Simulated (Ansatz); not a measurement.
**SnO: response to strain**

SnO is deformed so: zz strain of -2 %. What stress and forces result, by LAPW, PAW and all-electron datasets made for the crystal?

Computed with Ansatz 0.2.0 (DFT PBE, scalar-relativistic, unless a step's input says otherwise).

## Step 1: The structure to begin with

The structure is tetragonal, space group P4/nmm (No. 129). The conventional cell has a = 3.802 Å, b = 3.802 Å, c = 4.836 Å, α = 90.00°, β = 90.00°, γ = 90.00°. Sn (site symmetry 4mm) has 4 O at 2.22 Å as nearest neighbours. O (site symmetry -4m2) has 4 Sn at 2.22 Å as nearest neighbours.

Coordinates:

```
CELL_PARAMETERS angstrom
3.80200 0.00000 0.00000
0.00000 3.80200 0.00000
0.00000 0.00000 4.83600
ATOMIC_POSITIONS crystal
Sn 0.00000 0.50000 0.23850
Sn 0.50000 0.00000 0.76150
O 0.00000 0.00000 0.00000
O 0.50000 0.50000 0.00000
```

Atoms are numbered in the order of the input: Sn1, Sn2, O3, O4.

## Step 2: The deformed structure

Space group P4/nmm before, P4/nmm after.

## Step 3: All-electron LAPW

Input file input.yaml:

```yaml
crystal:
  lattice:
    - [3.802, 0.0, 0.0]
    - [0.0, 3.802, 0.0]
    - [0.0, 0.0, 4.73928]
  atoms:
    - { symbol: Sn, position: [0.0, 0.5, 0.2385] }
    - { symbol: Sn, position: [0.5, 0.0, 0.7615] }
    - { symbol: O, position: [0.0, 0.0, 0.0] }
    - { symbol: O, position: [0.5, 0.5, 0.0] }
kpoints:
  mp_grid: { grid: [8, 8, 6] }
  band_path:
    path:
      - [0.0, 0.0, 0.0]
      - [0.0, 0.5, 0.0]
      - [0.5, 0.5, 0.0]
      - [0.0, 0.0, 0.0]
      - [0.0, 0.0, 0.5]
      - [0.0, 0.5, 0.5]
      - [0.5, 0.5, 0.5]
      - [0.0, 0.0, 0.5]
      - [0.0, 0.5, 0.0]
    npoints: 5
scf:
  occupations: { method: fermi_dirac, width: 0.01 }
hamiltonian:
  xc: pbe
  pseudopotentials: { kind: all_electron, lapw: { basis_error: 0.001 } }
output:
  forces: true
  stress: true
  eigenvalues: true
```

The run is started by

```
> ansatz run input.yaml --threads 1 --pin off --max-ram 4096MiB --backend cpu --events-out ev --progress --plain --runs-dir out
```

## Step 4: Frozen-core PAW

Input file input.yaml:

```yaml
crystal:
  lattice:
    - [3.802, 0.0, 0.0]
    - [0.0, 3.802, 0.0]
    - [0.0, 0.0, 4.73928]
  atoms:
    - { symbol: Sn, position: [0.0, 0.5, 0.2385] }
    - { symbol: Sn, position: [0.5, 0.0, 0.7615] }
    - { symbol: O, position: [0.0, 0.0, 0.0] }
    - { symbol: O, position: [0.5, 0.5, 0.0] }
kpoints:
  mp_grid: { grid: [8, 8, 6] }
scf:
  occupations: { method: fermi_dirac, width: 0.01 }
hamiltonian:
  xc: pbe
  pseudopotentials: { kind: paw }
output:
  forces: true
  stress: true
  eigenvalues: true
  efg: { contact_densities: true }
  write_density: true
  write_potential: true
  elf: true
  volumetric_format: npy
```

## Step 5: Datasets made for this crystal

input.yaml: that of step 4 with these lines changed.

```diff
@@ -16,3 +16,3 @@
   xc: pbe
-  pseudopotentials: { kind: paw }
+  pseudopotentials: { kind: all_electron, datasets: crystal }
 output:
@@ -22,5 +22 @@
   efg: { contact_densities: true }
-  write_density: true
-  write_potential: true
-  elf: true
-  volumetric_format: npy
```

(Steps that only read results are left out.)

What does the calculation give? Wanted: pressure; largest shear or deviatoric stress.

**Answer**, as computed:

| quantity | value |
| --- | --- |
| pressure | LAPW 6.00, PAW 6.03, crystal datasets 6.00 GPa |
| largest shear or deviatoric stress (LAPW) | 0.20 GPa |

**Reading.** The largest part of the stress beyond the pressure is 0.20 GPa in size, in the zz component; the atoms are carried along and not relaxed. No run of the undeformed cell stands beside it, so the pressure holds what the given cell had before the change. PAW: stress within 0.04 GPa of LAPW, forces within 4 meV/Å. Crystal datasets: stress within 0.01 GPa of LAPW, forces within 1 meV/Å.
